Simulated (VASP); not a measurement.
The system is LiH.

```xyz
2
Lattice="2.5017 0.0000 0.0000 0.0000 2.5017 0.0000 0.0000 0.0000 2.5017" Properties=species:S:1:pos:R:3 pbc="T T T"
Li    0.0000    0.0000    0.0000
H     1.2508    1.2508    1.2508
```

The cell was built by a generator and needn't be a form met in nature.

Base run:

* Program: VASP 6.6.1
* Functional: r2SCANh
* Potentials or basis: VASP PAW PBE potentials, release 64 (Li_sv, H)
* Cutoff: 520 eV
* k mesh: 8 × 8 × 8
* Occupations: gaussian, width 0.01 eV
* Spin: no spin polarisation

Its results: band gap on the k mesh 1.80 eV, indirect (least direct gap 5.52 eV).

The run is repeated on the same cell with these changes: functional from r2SCANh to r2SCAN; further incar settings from ALGO = Normal; EDIFF = 1e-06; NBANDS = 9 to ALGO = Normal; EDIFF = 1e-08. What comes out?

Band gap on the k mesh 1.30 eV, indirect (least direct gap 4.89 eV).

A k mesh can miss the band edges.
